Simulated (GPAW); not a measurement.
The system is V.

```
CELL_PARAMETERS angstrom
2.60429 0.00000 0.00000
-1.30215 2.25538 0.00000
0.00000 0.00000 4.72334
ATOMIC_POSITIONS crystal
V 0.33333 0.66667 0.25000
V 0.66667 0.33333 0.75000
```

This isn't the form of V at room conditions, which is bcc.

Base run:

* Program: GPAW 26.7.0
* Functional: PBEsol
* Potentials or basis: PAW data sets generated in the run's folder for this functional
* Cutoff: 600 eV
* Basis: pw
* k mesh: 9 × 9 × 4
* Occupations: fermi-dirac, width 0.05 eV
* Spin: collinear spin, ferromagnetic start
* Starting moments: [2.0, 2.0] μB
* Hubbard terms: V d U = 6 eV

Its results: pressure 44.5 GPa; net moment 5.98 μB per cell.

Q: The run is repeated on the same cell with these changes: hubbard terms from V d U = 6 eV to none. What comes out?

A: Pressure -5.8 GPa; net moment 0.00 μB per cell.

Caveats: a pressure of tens of GPa on the cell as given is suspect, and the run, the potentials or the cell itself is likely at fault (some runs); the U is typed as a test and isn't derived for this compound (some runs).

Not every run made on this cell is shown here.
